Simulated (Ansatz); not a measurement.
MnO2:

```
Mn O
1.0
     2.85658    0.00000    0.00000
    -1.42829    2.47387    0.00000
     0.00000    0.00000    4.60137
Mn O
1 2
Direct
  0.00000 0.00000 0.50000
  0.33333 0.66667 0.70629
  0.66667 0.33333 0.29371
```

Measurements of this composition are mostly on another form, of space group No. 136.

Base run:

| Item | Value |
| --- | --- |
| Program | Ansatz 0.2.0 |
| Functional | PBEsol |
| Potentials or basis | Ansatz PAW |
| Cutoff | 420 eV (not typed: the program's choice for these potentials) |
| k mesh | 11 × 11 × 6 |
| Occupations | fermi-dirac, width 0.05 eV |
| Spin | no spin polarisation |

Its results: band gap on the k mesh none (metal or under the smearing width); pressure -12.2 GPa; largest force 0.522 eV/Å.

**Question.** The run is repeated on the same cell with these changes: spin from no spin polarisation to collinear spin, random start. What comes out?

**Answer.** Band gap on the k mesh 0.73 eV, indirect (least direct gap 0.79 eV); pressure -2.2 GPa; net moment -3.00 μB per cell; site moments Mn -2.49; O -0.05 μB; largest force 0.164 eV/Å.

Caveats: the PAW data sets come from PBE, with cores solved anew for the run's functional, which leaves a small shift of forces and pressure; an odd number of electrons without spin polarisation forces a metal (some runs); a magnetic or distorted state may lie lower (some runs); semilocal functionals often make such compounds metallic where correlation or magnetic order opens a gap, which also shifts bond lengths (some runs); odd divisions of the mesh miss points on the zone boundary, where band edges often lie, so the gap on the mesh can be too wide (some runs); a cell with one magnetic atom can't hold antiferromagnetic order, which such compounds often take (some runs).

A k mesh can miss the band edges.
